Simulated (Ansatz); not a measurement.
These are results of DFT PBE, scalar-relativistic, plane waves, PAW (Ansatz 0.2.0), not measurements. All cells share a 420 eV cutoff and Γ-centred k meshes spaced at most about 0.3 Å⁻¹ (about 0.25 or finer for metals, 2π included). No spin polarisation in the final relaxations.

Temperature and zero-point effects are left out.

Compare these two cells of P, each relaxed at this level.

A.

```
CELL_PARAMETERS angstrom
-1.14241 1.14241 3.85368
1.14241 -1.14241 3.85368
1.14241 1.14241 -3.85368
ATOMIC_POSITIONS crystal
P 0.00000 0.00000 0.00000
```

B.

```
CELL_PARAMETERS angstrom
0.00000 4.31274 4.31274
4.31274 0.00000 4.31274
4.31274 4.31274 0.00000
ATOMIC_POSITIONS crystal
P 0.86572 0.86572 0.86572
P 0.86572 0.86572 0.40285
P 0.86572 0.40285 0.86572
P 0.40285 0.86572 0.86572
P 0.13428 0.13428 0.59715
P 0.13428 0.13428 0.13428
P 0.13428 0.59715 0.13428
P 0.59715 0.13428 0.13428
```

Question: Which would you expect to be lower, and how large is the difference?

Answer: B is lower, by 143 meV/atom. A has space group I4/mmm (No. 139), 20.1 Å³/atom and no gap on its mesh; B has space group Fm-3m (No. 225), 20.1 Å³/atom and no gap. Counting all near atoms (those within 1.25 times the shortest such distance or 1.15 times the sum of covalent radii, 1.27 where that leaves under three; a plus sign parts nearer from farther groups), A has P 4 and B has P 3+3. Both come from invented guesses. The part of the Crystallography Open Database at hand lists P in space groups No. 2, 13, 64, 123; no cell shown has one of them.

No dispersion correction is applied, so the spacing and binding between layers, chains or molecules are poorly described (I4/mmm, Fm-3m), and this can change margins and order among such cells. Cells relaxed within their symmetry can be saddle points.
